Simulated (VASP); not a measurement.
# Cs (I4/mmm) in VASP: a series of runs

Runs on Cs. Level: PBE. Tasks: single point.

All numbers are computed with VASP 6.6.1; they aren't measurements. Logs are shortened: lines on timing, memory, paths and dates and some standing lists are left out, and cuts for length are marked.

**1. The structure**

The structure is tetragonal, space group I4/mmm (No. 139). The conventional cell has a = 5.500 Å, b = 5.500 Å, c = 8.194 Å, α = 90.00°, β = 90.00°, γ = 90.00°.

This isn't the form of Cs at room conditions, which is bcc.

**2. Single point, PBE**

INCAR

```
PREC = Accurate
ENCUT = 250
EDIFF = 1E-6
ISMEAR = 1
SIGMA = 0.15
LREAL = False
LASPH = True
NELM = 100
ALGO = Normal
ISIF = 2
LWAVE = False
LCHARG = False
GGA = PE
NBANDS = 10
ADDGRID = False
```

KPOINTS

```
regular mesh
0
Gamma
  5 5 5
```

POSCAR

```
Cs
1.0
   -2.6528630000      2.7200140000      3.9488130000
    2.8833600000     -2.6988260000      4.0893020000
    2.7318000000      2.7777640000     -3.9345920000
Cs
1
Direct
    0.0073440000      0.0133040000      0.0001460000
```

Potentials or basis: VASP PAW PBE potentials, release 64 (Cs_sv).

Launch:

```console
$ cat potpaw_PBE.64/Cs_sv/POTCAR > POTCAR
$ mpirun -np 1 vasp_std > vasp.out
```

OUTCAR:

```text
PREC = Accurate
   ENCUT = 250
   EDIFF = 1E-6
   ISMEAR = 1
   LREAL = False
   LASPH = True
   NELM = 100
   ISIF = 2
   GGA = PE

 Found     63 irreducible k-points:

 Following reciprocal coordinates:
            Coordinates               Weight
  0.000000  0.000000  0.000000      1.000000
  0.200000 -0.000000  0.000000      2.000000
  0.400000 -0.000000  0.000000      2.000000
  0.000000  0.200000  0.000000      2.000000
  0.200000  0.200000  0.000000      2.000000
  0.400000  0.200000  0.000000      2.000000
   k-points           NKPTS =     63   k-points in BZ     NKDIM =     63   number of bands    NBANDS=     10
   number of dos      NEDOS =    301   number of ions     NIONS =      1
   total plane-waves  NPLWV =  25200
   dimension x,y,z NGX =    28 NGY =   30 NGZ =   30
   dimension x,y,z NGXF=    56 NGYF=   60 NGZF=   60
   ions per type =               1
   NGX,Y,Z   is equivalent  to a cutoff of   8.49,  8.77,  9.01 a.u.
   NGXF,Y,Z  is equivalent  to a cutoff of  16.99, 17.55, 18.01 a.u.
 SYSTEM =  unknown system
   PREC   = accura    normal or accurate (medium, high low for compatibility)
   ISTART =      0    job   : 0-new  1-cont  2-samecut
   ICHARG =      2    charge: 1-file 2-atom 10-const
   ISPIN  =      1    spin polarized calculation?
   LNONCOLLINEAR =      F non collinear calculations
   LSORBIT =      F    spin-orbit coupling
   LASPH  =      T    aspherical Exc in radial PAW
   ENCUT  =  250.0 eV  18.37 Ry    4.29 a.u.   7.06  7.33  7.14*2*pi/ulx,y,z
   NELM   =    100;   NELMIN=  2; NELMDL= -5     # of ELM steps
   EDIFF  = 0.1E-05   stopping-criterion for ELM
   LREAL  =      F    real-space projection
   EDIFFG = 0.1E-04   stopping-criterion for IOM
   NSW    =      0    number of steps for IOM
   IBRION =     -1    ionic relax: 0-MD 1-quasi-New 2-CG
   NFREE  =      0    steps in history (QN), initial steepest desc. (CG)
   ISIF   =      2    stress and relaxation
   ISYM   =      2    0-nonsym 1-usesym 2-fastsym
   POTIM  = 0.5000    time-step for ionic-motion
   TEBEG  =    0.0;   TEEND  =   0.0 temperature during run
   PSTRESS=    0.0 pullay stress
   NELECT =       9.0000    total number of electrons
   NUPDOWN=      -1.0000    fix difference up-down
   EMIN   =  10.00;   EMAX   =-10.00  energy-range for DOS
   EFERMI =   0.00;   METHOD = LEGACY
   ISMEAR =     1;   SIGMA  =   0.15  broadening in eV -4-tet -1-fermi 0-gaus
   EFERMI_NEDOS =   21; number of points for ismear=-14 and -15
   IALGO  =     38    algorithm
   IMIX   =      4    mixing-type and parameters
     AMIX     =   0.40;   BMIX     =  1.00
     AMIX_MAG =   1.60;   BMIX_MAG =  1.00
  volume/ion in A,a.u.               =     123.95       836.44
  Fermi-wavevector in a.u.,A,eV,Ry     =   0.682981  1.290648  6.346621  0.466464
  Thomas-Fermi vector in A             =   1.762213
   LORBIT       =      0    0 simple, 1 ext, 2 COOP (PROOUT), +10 PAW based schemes
   GGA     = PE    functional components
   LHFCALC =     F    Hartree Fock is set to
   AEXX    =    0.0000 exact exchange contribution
   IVDW    =     0    specifies the selected vdW correction
   LEPSILON=     F    determine dielectric tensor
   LRPA    =     F    only Hartree local field effects (RPA)
 non-spin polarized calculation
 Methfessel and Paxton  Order N= 1 SIGMA  =   0.15
  energy-cutoff  :      250.00
  volume of cell :      123.95
 maximum number of plane-waves:      1126
   NGX = 15   NGY = 15   NGZ = 15

 number of electron       8.9999995 magnetization

 Free energy of the ion-electron system (eV)
  ---------------------------------------------------
  ext. energy  EPLUGINS =         0.00000000
  ---------------------------------------------------
  free energy    TOTEN  =        -0.86965044 eV

  energy without entropy =       -0.87121430  energy(sigma->0) =       -0.87017173

 E-fermi :   0.3356     XC(G=0):  -5.2235

 val. band max:        0.2857401535   @ k =   0.0000   0.0000   0.4000
 cond. band min:       0.3541700097   @ k =  -0.4000   0.4000  -0.0000
 fundamental gap:      0.0684298562
 Fermi energy:         0.3356280153

 k-point     1 :       0.0000    0.0000    0.0000
  band No.  band energies     occupation
      1     -23.6262      2.00000
      2     -10.3879      2.00000
      3     -10.3833      2.00000
      4     -10.3825      2.00000
      5      -1.3298      2.00000
      6       2.4850     -0.00000
      7       2.7440     -0.00000
      8       2.7970     -0.00000
      9       3.6036      0.00000
     10       3.7880      0.00000

 k-point     2 :       0.2000   -0.0000    0.0000
  band No.  band energies     occupation
      1     -23.6245      2.00000
      2     -10.4221      2.00000
      3     -10.3906      2.00000
      4     -10.3898      2.00000
      5      -0.9492      2.00000
      6       2.1092     -0.00000
      7       2.6651     -0.00000
      8       2.8778     -0.00000
      9       3.4942      0.00000
     10       3.5450      0.00000

 k-point     3 :       0.4000   -0.0000    0.0000
  band No.  band energies     occupation
      1     -23.6221      2.00000
      2     -10.4833      2.00000
      3     -10.4018      2.00000
      4     -10.3946      2.00000
      5      -0.0292      2.00312
      6       1.2601     -0.00000
      7       2.5072     -0.00000
      8       2.6603     -0.00000
      9       3.9883      0.00000
     10       4.2668      0.00000

 k-point     4 :       0.0000    0.2000    0.0000
  band No.  band energies     occupation
      1     -23.6250      2.00000
      2     -10.4198      2.00000
      3     -10.3877      2.00000
      4     -10.3856      2.00000
      5      -0.9805      2.00000
      6       1.9695     -0.00000
      7       2.7878     -0.00000
      8       2.8437     -0.00000
      9       3.5856      0.00000
     10       3.6691      0.00000

 k-point     5 :       0.2000    0.2000    0.0000
  band No.  band energies     occupation
      1     -23.6232      2.00000
      2     -10.4385      2.00000
      3     -10.4152      2.00000
      4     -10.3942      2.00000
      5      -0.4359      2.00000
      6       1.7767     -0.00000
      7       2.1476     -0.00000
      8       3.0373     -0.00000
      9       3.2762     -0.00000
     10       4.1946      0.00000

 k-point     6 :       0.4000    0.2000    0.0000
  band No.  band energies     occupation
      1     -23.6212      2.00000
      2     -10.4799      2.00000
      3     -10.4194      2.00000
      4     -10.4075      2.00000
      5       0.5082     -0.06903
      6       1.1001     -0.00000
      7       1.9570     -0.00000
      8       2.8749     -0.00000
      9       3.6677      0.00000
     10       4.1913      0.00000

 [... further k-points ...]

------------------------ aborting loop because EDIFF is reached ----------------------------------------

  FORCE on cell =-STRESS in cart. coord.  units (eV):
  Direction    XX          YY          ZZ          XY          YZ          ZX
  --------------------------------------------------------------------------------------
  -------------------------------------------------------------------------------------
  Total       -0.1489832     -0.0747317     -0.1174876     -0.0017688     -0.0038568     -0.0894981
  in kB       -1.9257828     -0.9659951     -1.5186648     -0.0228642     -0.0498536     -1.1568681
  external PRESSURE =      -1.4701476 kB  Pullay stress =       0.0000000 kB

 VOLUME and BASIS-vectors are now :
 -----------------------------------------------------------------------------
  energy-cutoff  :      250.00
  volume of cell :      123.95
      direct lattice vectors                 reciprocal lattice vectors
    -2.652863000  2.720014000  3.948813000    -0.005972949  0.181656419  0.124099719
     2.883360000 -2.698826000  4.089302000     0.174839185 -0.002819191  0.119401107
     2.731800000  2.777764000 -3.934592000     0.175719406  0.179382947 -0.005511685

 POSITION                                       TOTAL-FORCE (eV/Angst)
 -----------------------------------------------------------------------------------
      0.01928     -0.01552      0.08283         0.000000      0.000000     -0.000000
 -----------------------------------------------------------------------------------
    total drift:                               -0.000014     -0.000022      0.000001

  FREE ENERGIE OF THE ION-ELECTRON SYSTEM (eV)
  ---------------------------------------------------
  free  energy   TOTEN  =        -0.8696504390 eV

  energy  without entropy=       -0.8712143001  energy(sigma->0) =       -0.87017173
```

Run time: 11 s. Hardware: 1 thread of Intel Xeon Platinum 8488C (Sapphire Rapids), shared host; peak memory 0.16 GiB.

These settings aren't checked as converged: the numbers below hold their error.

What came out:

| Quantity | Value |
| --- | --- |
| Free energy | -0.8697 eV |
| Band gap on the k mesh | none (metal or under the smearing width) |

Caveat: the cutoff is under 1.25 times the usual one of these potentials, so pressure, stress and relaxed cells hold a basis-set (Pulay) error.

**3. Single point, PBE**

This run uses another cell than the first one, of the same volume but with other edges.

Changes to INCAR since step 2:

```diff
@@ -1,3 +1,3 @@
 PREC = Accurate
-ENCUT = 250
+ENCUT = 450
 EDIFF = 1E-6
```

KPOINTS

```
regular mesh
0
Gamma
  4 4 4
```

POSCAR

```
Cs
1.0
   -2.7500754600      2.7500754600      4.0972389800
    2.7500754600     -2.7500754600      4.0972389800
    2.7500754600      2.7500754600     -4.0972389800
Cs
1
Direct
    0.0000000000      0.0000000000      0.0000000000
```

Potentials or basis: VASP PAW PBE potentials, release 64 (Cs_sv).

Launch:

```console
$ cat potpaw_PBE.64/Cs_sv/POTCAR > POTCAR
$ mpirun -np 1 vasp_std > vasp.out
```

Wall time 7.3 s (1 thread of Intel Xeon Platinum 8488C (Sapphire Rapids), shared host); peak memory 0.22 GiB.

The run converged, but some of its settings lie outside the range that counts as converged, so its numbers aren't taken as properties of the crystal.

Results:

| Quantity | Value |
| --- | --- |
| Free energy | -0.8168 eV |
| Pressure | -0.1 GPa |
| Band gap on the k mesh | none (metal or under the smearing width) |

Caveat: the k mesh is coarse (spacing up to 0.40 Å⁻¹), so the values aren't converged.

**4. Single point, PBE**

INCAR is that of step 3.

KPOINTS is that of step 3.

POSCAR

```
Cs
1.0
   -2.6528630000      2.7200140000      3.9488130000
    2.8833600000     -2.6988260000      4.0893020000
    2.7318000000      2.7777640000     -3.9345920000
Cs
1
Direct
    0.0073440000      0.0133040000      0.0001460000
```

Launch:

```console
$ cat potpaw_PBE.64/Cs_sv/POTCAR > POTCAR
$ mpirun -np 1 vasp_std > vasp.out
```

It took 15 s on 1 thread of Intel Xeon Platinum 8488C (Sapphire Rapids), shared host; peak memory 0.23 GiB.

The run converged, but some of its settings lie outside the range that counts as converged, so its numbers aren't taken as properties of the crystal.

What came out:

```
Free energy            : -0.8153 eV
Pressure               : -0.1 GPa
Band gap on the k mesh : none (metal or under the smearing width)
```

Caveat: the k mesh is coarse (spacing up to 0.39 Å⁻¹), so the values aren't converged.

**5. Single point, PBE**

This run uses another cell than the first one, of the same volume but with other edges.

Changes to INCAR since step 4:

```diff
@@ -1,3 +1,3 @@
 PREC = Accurate
-ENCUT = 450
+ENCUT = 300
 EDIFF = 1E-6
```

KPOINTS

```
regular mesh
0
Gamma
  5 5 5
```

POSCAR

```
Cs
1.0
   -2.7500754600      2.7500754600      4.0972389800
    2.7500754600     -2.7500754600      4.0972389800
    2.7500754600      2.7500754600     -4.0972389800
Cs
1
Direct
    0.0000000000      0.0000000000      0.0000000000
```

Launch:

```console
$ cat potpaw_PBE.64/Cs_sv/POTCAR > POTCAR
$ mpirun -np 1 vasp_std > vasp.out
```

It took 4.3 s on 1 thread of Intel Xeon Platinum 8488C (Sapphire Rapids), shared host; peak memory 0.16 GiB.

The run converged, but some of its settings lie outside the range that counts as converged, so its numbers aren't taken as properties of the crystal.

What came out:

- Free energy: -0.8717 eV
- Pressure: -0.2 GPa
- Band gap on the k mesh: none (metal or under the smearing width)

**6. Single point, PBE**

INCAR is that of step 5.

KPOINTS is that of step 5.

POSCAR

```
Cs
1.0
   -2.6528630000      2.7200140000      3.9488130000
    2.8833600000     -2.6988260000      4.0893020000
    2.7318000000      2.7777640000     -3.9345920000
Cs
1
Direct
    0.0073440000      0.0133040000      0.0001460000
```

Potentials or basis: VASP PAW PBE potentials, release 64 (Cs_sv).

Launch:

```console
$ cat potpaw_PBE.64/Cs_sv/POTCAR > POTCAR
$ mpirun -np 1 vasp_std > vasp.out
```

Wall time 10 s (1 thread of Intel Xeon Platinum 8488C (Sapphire Rapids), shared host); peak memory 0.18 GiB.

These settings aren't checked as converged: the numbers below hold their error.

What came out:

* Free energy: -0.8693 eV
* Pressure: -0.1 GPa
* Band gap on the k mesh: none (metal or under the smearing width)

**7. The reference run**

An earlier run on the cell as given: functional PBE; potentials or basis VASP PAW PBE potentials, release 64 (Cs_sv); cutoff 520 eV; k mesh 7 × 7 × 7; occupations fermi-dirac, width 0.05 eV; no spin polarisation.

* Pressure: -0.1 GPa
* Band gap on the k mesh: none (metal or under the smearing width)
